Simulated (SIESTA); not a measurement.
The system is Ag.

```xyz
1
Lattice="0.0000 2.0427 2.0427 2.0427 0.0000 2.0427 2.0427 2.0427 0.0000" Properties=species:S:1:pos:R:3 pbc="T T T"
Ag    0.0000    0.0000    0.0000
```

Program: SIESTA 5.4.2. Alike in all runs: task band structure; no spin polarisation; cell as given; k mesh 11 × 11 × 11; smearing fermi-dirac 0.05 eV; grid cutoff 800 Ry.

**Question.** Order these runs on this cell by their pressure, lowest first.
A. level PBEGcGxHEG; potentials or basis PseudoDojo 0.4 standard (PBE files), DZP (energy shift 0.002 Ry); energy shift 0.002 Ry
B. level RPBE; potentials or basis PseudoDojo 0.4 standard (PBE files), DZP (energy shift 0.002 Ry); energy shift 0.002 Ry
C. level PBE; potentials or basis PseudoDojo 0.4 standard (PBE files), TZP (energy shift 0.01 Ry); energy shift 0.01 Ry
D. level PBE; potentials or basis PseudoDojo 0.4 standard (PBE files), DZP (energy shift 0.003 Ry; two zetas on semicore shells); energy shift 0.003 Ry
E. level OLYP; potentials or basis PseudoDojo 0.4 standard (PBE files), DZP (energy shift 0.002 Ry); energy shift 0.002 Ry

**Answer.** A (-4.5 GPa), C (2.8 GPa), D (4.8 GPa), E (7.5 GPa), B (9.7 GPa).

Caveats: the basis of atomic orbitals isn't converged, which shifts pressures, moduli and gaps; semicore shells carry a single zeta, which can move pressures by several GPa and volumes by a few percent (some runs); the potentials were made for another functional, which shifts forces and pressure (some runs); short orbitals over semicore shells can move pressures by several GPa (some runs).

Not every run made on this cell is shown here.
